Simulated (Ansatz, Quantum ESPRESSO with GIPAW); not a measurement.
# Solid-state NMR of HfO2 by GIPAW

Wanted: NMR shieldings for each site of HfO2.

Method: DFT, PBEsol, plane-wave PAW (pslibrary 1.0.0 recipes), scalar-relativistic, GIPAW; a patched development version of the program, in Quantum ESPRESSO with GIPAW 8.0dev (patched build).

## 1. The structure

Symmetry: Fm-3m, No. 225, cubic system. Conventional cell: a = 4.982 Å, b = 4.982 Å, c = 4.982 Å, α = 90.00°, β = 90.00°, γ = 90.00°. Hf has 8 O at 2.16 Å nearest. O has 4 Hf at 2.16 Å nearest. Farther neighbours and most contacts between anions are not listed.

As a file:

```cif
data_structure
_symmetry_space_group_name_H-M 'P 1'
_symmetry_Int_Tables_number 1
_cell_length_a 3.5225
_cell_length_b 3.5225
_cell_length_c 3.5225
_cell_angle_alpha 60.000
_cell_angle_beta 60.000
_cell_angle_gamma 60.000
_cell_volume 30.90
loop_
_atom_site_label
_atom_site_type_symbol
_atom_site_fract_x
_atom_site_fract_y
_atom_site_fract_z
_atom_site_occupancy
Hf1 Hf 0.00000 0.00000 0.00000 1
O2 O 0.75000 0.75000 0.75000 1
O3 O 0.25000 0.25000 0.25000 1
```

The cell is an entry of the Crystallography Open Database; it need not be the form that is stable at ambient conditions.

This structure had its atoms and cell relaxed beforehand (DFT, PBEsol, plane-wave PAW (pslibrary 1.0.0 recipes), Quantum ESPRESSO with GIPAW), starting from the database entry, since shieldings follow bond lengths closely.

## 2. The SCF step

First the ground state. The response equations take the occupied wavefunctions as exact, so conv_thr is set much tighter than for an energy. No empty states are asked for: the response is solved without them. The mesh has a spacing of 0.37 Å⁻¹ at most. The PAW files were made with ld1.x from the pslibrary 1.0.0 recipes, with GIPAW reconstruction switched on.

Input file run_scf.py:

```python
from ase import Atoms
from ase.calculators.espresso import Espresso, EspressoProfile

atoms = Atoms(
    ['Hf', 'O', 'O'],
    cell=[
        [-0.00000000, 2.49075111, 2.49075111],
        [2.49075111, -0.00000000, 2.49075111],
        [2.49075111, 2.49075111, -0.00000000],
    ],
    scaled_positions=[
        [-0.00000000, -0.00000000, 0.00000000],
        [0.75000000, 0.75000000, 0.75000000],
        [0.25000000, 0.25000000, 0.25000000],
    ],
    pbc=True,
)
atoms.calc = Espresso(
    profile=EspressoProfile(command='mpirun -np 4 pw.x -nk 4', pseudo_dir='./'),
    pseudopotentials={
        'Hf': 'Hf.pbesol-spn-kjpaw_psl.1.0.0-gipaw.UPF',
        'O': 'O.pbesol-n-kjpaw_psl.1.0.0-gipaw.UPF',
    },
    input_data={
        'control': {'calculation': 'scf', 'prefix': 'x', 'outdir': './tmp/'},
        'system': {'ecutwfc': 55, 'ecutrho': 330, 'nbnd': 12},
        'electrons': {'conv_thr': 1.0e-10, 'mixing_beta': 0.7, 'electron_maxstep': 100},
    },
    kpts=(6, 6, 6),
    koffset=(0, 0, 0),
)
print('energy', atoms.get_potential_energy(), 'eV')
```

ASE writes espresso.pwi from it and starts pw.x, whose log goes to espresso.pwo.

Input file espresso.pwi:

```
&CONTROL
   calculation      = 'scf'
   outdir           = './tmp/'
   prefix           = 'x'
   pseudo_dir       = './'
/
&SYSTEM
   nbnd             = 12
   ecutwfc          = 55
   ecutrho          = 330
   ntyp             = 2
   nat              = 3
   ibrav            = 0
/
&ELECTRONS
   electron_maxstep = 100
   conv_thr         = 1e-10
   mixing_beta      = 0.7
/
&IONS
/
&CELL
/
&FCP
/
&RISM
/
ATOMIC_SPECIES
Hf 178.49 Hf.pbesol-spn-kjpaw_psl.1.0.0-gipaw.UPF
O 15.999 O.pbesol-n-kjpaw_psl.1.0.0-gipaw.UPF

K_POINTS automatic
6 6 6  0 0 0

CELL_PARAMETERS angstrom
-0.00000000000000 2.49075111000000 2.49075111000000
2.49075111000000 -0.00000000000000 2.49075111000000
2.49075111000000 2.49075111000000 -0.00000000000000

ATOMIC_POSITIONS angstrom
Hf 0.0000000000 0.0000000000 0.0000000000  
O 3.7361266650 3.7361266650 3.7361266650  
O 1.2453755550 1.2453755550 1.2453755550
```

Started as:

```sh
$ python run_scf.py
```

The program printed:

```text
Warning: card &CELL ignored
Warning: card &FCP ignored
Warning: card &RISM ignored

     using ibrav=0 with symmetry is DISCOURAGED, use correct ibrav instead

     bravais-lattice index     =            0
     lattice parameter (alat)  =       6.6565  a.u.
     unit-cell volume          =     208.5536 (a.u.)^3
     number of atoms/cell      =            3
     number of atomic types    =            2
     number of electrons       =        24.00
     number of Kohn-Sham states=           12
     kinetic-energy cutoff     =      55.0000  Ry
     charge density cutoff     =     330.0000  Ry
     scf convergence threshold =      1.0E-10
     mixing beta               =       0.7000
     number of iterations used =            8  plain     mixing
     Exchange-correlation= SLA-PW-PSX-PSC
                           (   1   4  10   8   0   0   0)
[...]
Hf               12.00   178.49000     Hf( 1.00)
     O                 6.00    15.99900     O ( 1.00)

     48 Sym. Ops., with inversion, found
[...]
number of k points=    16
[...]
Dense  grid:    21187 G-vectors     FFT dimensions: (  40,  40,  40)

     Smooth grid:    11575 G-vectors     FFT dimensions: (  32,  32,  32)

     Initial potential from superposition of free atoms

     starting charge      23.9982, renormalised to      24.0000
     Starting wfcs are   18 randomized atomic wfcs

     Self-consistent Calculation

     iteration #  1     ecut=    55.00 Ry     beta= 0.70
     Davidson diagonalization with overlap
     ethr =  1.00E-02,  avg # of iterations =  1.0

     total energy              =    -769.35325617 Ry
     estimated scf accuracy    <       1.07937824 Ry

     iteration #  2     ecut=    55.00 Ry     beta= 0.70
     Davidson diagonalization with overlap
     ethr =  4.50E-03,  avg # of iterations =  5.9

     total energy              =    -769.83209342 Ry
     estimated scf accuracy    <       0.96717056 Ry

     iteration #  3     ecut=    55.00 Ry     beta= 0.70
     Davidson diagonalization with overlap
     ethr =  4.03E-03,  avg # of iterations =  2.0

     total energy              =    -769.78234804 Ry
     estimated scf accuracy    <       0.19458416 Ry

[...]
total energy              =    -769.97463117 Ry
[...]
iteration # 35     ecut=    55.00 Ry     beta= 0.70
     Davidson diagonalization with overlap
     ethr =  4.26E-13,  avg # of iterations =  5.2

     total energy              =    -769.97463117 Ry
     estimated scf accuracy    <          2.5E-10 Ry

     iteration # 36     ecut=    55.00 Ry     beta= 0.70
     Davidson diagonalization with overlap
     ethr =  4.26E-13,  avg # of iterations =  2.1

     End of self-consistent calculation
     [one-electron energies left out]

!    total energy              =    -769.97463117 Ry
     total all-electron energy =    -30448.473909 Ry
     estimated scf accuracy    <          9.7E-11 Ry

     The total energy is the sum of the following terms:
     one-electron contribution =     -18.73168268 Ry
     hartree contribution      =      26.79070240 Ry
     xc contribution           =     -56.23425457 Ry
     ewald contribution        =    -138.07025959 Ry
     one-center paw contrib.   =    -583.72913673 Ry

     convergence has been achieved in  36 iterations
[...]
JOB DONE.
```

Run time: 13 s. Hardware: 4 MPI ranks of Arm Neoverse V1, shared host; peak memory 0.41 GiB; 49 s of CPU time.

It converged in 36 cycles to an estimated accuracy of 1e-10 Ry, on 16 irreducible k-points.

## 3. GIPAW: job nmr

The job finds the current that a weak uniform field induces (applied as a long wave, q_gipaw) and the field that this current makes at each nucleus. On atoms with p or d valence electrons much of the paramagnetic part arises close to the nucleus, where the PAW partial waves rebuild the true states. pawproj makes the reconstruction use the PAW data sets' own projectors.

Input file nmr.in:

```
&inputgipaw
  job = 'nmr'
  prefix = 'x'
  tmp_dir = './tmp/'
  restart_mode = 'from_scratch'
  verbosity = 'low'
  q_gipaw = 0.01
  spline_ps = .true.
  conv_threshold = 1.0d-11
  use_nmr_macroscopic_shape = .false.
  pawproj(1) = .true.
  pawproj(2) = .true.
/
```

Started as:

```sh
$ mpirun -np 4 gipaw.x -in nmr.in > nmr.out
```

The program printed:

```text
[banner, memory and clock lines left out]
[a note of our patched build left out]

     Parallelizing q-star over 1 images

     IMPORTANT: XC functional enforced from input :
     Exchange-correlation= PBESOL
                           (   1   4  10   8   0   0   0)
     Any further DFT definition will be discarded
     Please, verify this is what you really want

[...]
projs nearly linearly dependent: l=0  n1,n2= 1, 2  s=  0.99147125
[...]
alpha_pv=    121.3510 eV

     spline_ps is .false., expect some extrapolation errors

     q-space interpolation up to    66.00 Rydberg

     GIPAW job: nmr
     NMR macroscopic correction: no
[...]
Computing the magnetic susceptibility     isolve=0    ethr=  0.1000E-10
     Starting from scratch
     k-point #    1 of    16      pool #  1    cpu time:       0.6
[...]
End of magnetic susceptibility calculation

     f-sum rule (1st term):
           -25.0794         -0.0000          0.0000
            -0.0000        -25.0794          0.0000
             0.0000          0.0000        -25.0794

     f-sum rule (2nd term):
            -0.4571          0.0000          0.0000
             0.0000         -0.4571          0.0000
             0.0000          0.0000         -0.4571

     f-sum rule (should be   -25.5356):
           -25.5365         -0.0000          0.0000
            -0.0000        -25.5365          0.0000
             0.0000          0.0000        -25.5365

[... susceptibilities left out ...]
     Contributions to the NMR chemical shifts: -------------------------------

     Macroscopic shape contribution in ppm:                    0.00
             0.0000          0.0000          0.0000
             0.0000          0.0000          0.0000
             0.0000          0.0000          0.0000

     Core contribution in ppm:

     Atom  1  Hf  pos: (  0.000000  0.000000  0.000000)  core sigma:        8991.76
     Atom  2  O   pos: (  1.060660  1.060660  1.060660)  core sigma:         270.50
     Atom  3  O   pos: (  0.353553  0.353553  0.353553)  core sigma:         270.50

     Bare contribution in ppm:

     Atom  1  Hf  pos: (  0.000000  0.000000  0.000000)  bare sigma:          38.26
[...]
Atom  2  O   pos: (  1.060660  1.060660  1.060660)  bare sigma:         -43.54
[...]
Atom  3  O   pos: (  0.353553  0.353553  0.353553)  bare sigma:         -43.54
[...]
Diamagnetic contribution in ppm:

     Atom  1  Hf  pos: (  0.000000  0.000000  0.000000)  dia sigma:         -46.94
[...]
Atom  2  O   pos: (  1.060660  1.060660  1.060660)  dia sigma:          17.87
[...]
Atom  3  O   pos: (  0.353553  0.353553  0.353553)  dia sigma:          17.87
[...]
Paramagnetic contribution in ppm:

     Atom  1  Hf  pos: (  0.000000  0.000000  0.000000)  para sigma:       -6443.15
[...]
Atom  2  O   pos: (  1.060660  1.060660  1.060660)  para sigma:        -167.26
[...]
Atom  3  O   pos: (  0.353553  0.353553  0.353553)  para sigma:        -167.26
[...]
Paramagnetic US occ-occ contribution in ppm:

     Atom  1  Hf  pos: (  0.000000  0.000000  0.000000)  para_oo sigma:         -18.37
[...]
Atom  2  O   pos: (  1.060660  1.060660  1.060660)  para_oo sigma:          -0.39
[...]
Atom  3  O   pos: (  0.353553  0.353553  0.353553)  para_oo sigma:          -0.39
[...]
Paramagnetic US L_R Q_R contribution in ppm:

     Atom  1  Hf  pos: (  0.000000  0.000000  0.000000)  para_lq sigma:        2840.70
[...]
Atom  2  O   pos: (  1.060660  1.060660  1.060660)  para_lq sigma:        -208.71
[...]
Atom  3  O   pos: (  0.353553  0.353553  0.353553)  para_lq sigma:        -208.71
[...]
Total NMR chemical shifts in ppm: ---------------------------------------
     (adopting the Simpson convention for anisotropy and asymmetry)-----------

     Atom  1  Hf  pos: (  0.000000  0.000000  0.000000)  Total sigma:        5362.26
          5362.2554         -0.0000         -0.0000
            -0.0000       5362.2554         -0.0000
            -0.0000         -0.0000       5362.2554

     Hf      1    anisotropy:     -0.00    eta:    0.0000
[...]
Atom  2  O   pos: (  1.060660  1.060660  1.060660)  Total sigma:        -131.53
          -131.5283          0.0000          0.0000
             0.0000       -131.5283          0.0000
             0.0000          0.0000       -131.5283

     O       2    anisotropy:      0.00    eta:    0.0000
[...]
Atom  3  O   pos: (  0.353553  0.353553  0.353553)  Total sigma:        -131.53
[... its tensor is left out ...]
```

It took 35 s on 4 MPI ranks; peak memory 0.25 GiB; 2.3 min of CPU time.

The f-sum rule is met to 9.0e-4 of 25.5 (0.004 %). Converged shieldings require that this miss be small, but a small miss does not prove them.

From the symmetric part of each tensor, with principal values σ11 ≤ σ22 ≤ σ33: σ_iso is their mean, the span is σ33 − σ11 and the skew 3(σ_iso − σ22)/span. (gipaw.x prints an anisotropy in another convention.)

```tsv
site	atom no.	atoms in cell	σ_iso (ppm)	span (ppm)	skew
Hf	1	1	5362	0	-
O	2	2	-131.5	0.0	-
```

The macroscopic shape term is switched off. For a spherical sample the valence susceptibility of this run would add about 6 ppm to every site, a rough estimate, since the susceptibility converges slowly and lacks part of the PAW terms. Differences within the crystal don't depend on it, but shieldings of different compounds can't be compared to better than a few ppm without it.

Hf and O sit on cubic site symmetry, where the tensor must be isotropic.

The quadrupolar nuclei (17O and 177Hf) sit on sites where the field gradient vanishes by symmetry, so they have no quadrupolar coupling.

## 4. NMR parameters by site

Covalently bonded atoms count as neighbours within 1.18 times the sum of their radii. Otherwise a cation's neighbours lie within 1.2 times its shortest bond (1.3 for large cations, each anion's radius taken off where they differ), and an anion's are the cations that count it.

```tsv
site	atom no.	atoms in cell	surroundings	bonds (Å)	σ_iso (ppm)
Hf	1	1	HfO8	2.157	5362
O	2	2	bound to Hf4	2.157	-131.5
```

## 5. Cost against result

Each row names what was changed: another mesh tests the sampling of the zone; another functional shows how far the paramagnetic term hangs on the exchange-correlation form; another cutoff tests the basis.

Changes of σ_iso (ppm) against the run above (PBEsol, cutoffs 55 and 330 Ry, mesh 6×6×6, 3.2 min). Times are CPU times of pw.x and gipaw.x together, on 4 MPI ranks of Arm Neoverse V1, shared host; on a shared host they are rough.

```tsv
run	CPU time	f-sum miss	Hf	O
mesh 8×8×8	5.1 min	0	+1.0	+0.1
PBE	3.6 min	7.0e-4	+47.7	+13.1
cutoffs 45 and 330 Ry	3.5 min	0.0071	-2.6	-0.4
```

The largest move is +47.7 ppm, on Hf, from PBE.

## 6. Results

| Item | Value |
| --- | --- |
| 17O shielding without shape term | -131.5 ppm |
| 177Hf shielding without shape term | 5362 ppm |

17O has one site (bound to Hf4), with isotropic shielding -131.5 ppm (shape term left out). A shift needs a reference, δ = σ_ref − σ, fixed on measured compounds; for 17O of this kind at this level too few were at hand, or they scattered too widely about a line, so none is given. Going to mesh 8×8×8 changes no isotropic shielding by more than 0.97 ppm, so the main run is converged in that respect. A higher cutoff was not carried through on these files. The largest change with the functional is 47.7 ppm in absolute shielding; part of that drops out once each functional has its own reference line. Spin-orbit coupling is missing, which matters for Hf and for the light atoms bound to such centres. The scalar-relativistic files are used with non-relativistic response operators, which weighs most on the heavy atoms' own shieldings. This build of gipaw.x prints that it is not audited and that its numbers are no references by themselves. It also reports spline_ps as false although the input sets it; why was not traced.

[Banner, clock, file and message-heading lines were taken out of the pw.x and gipaw.x logs.]

[Logs are printed without paths, hosts, clocks, repeated set-up lines and the standing remarks that a program may print on its own settings, such as how far it seeks lower states.]

[Hosts, paths, dates, database ids (printed as entryN), source tags and the programs' standing remarks are cut or masked in the printed files.]

[Where no reference line passes its bar on scatter, no shift is given, so a measured shift of this compound may stand uncompared.]
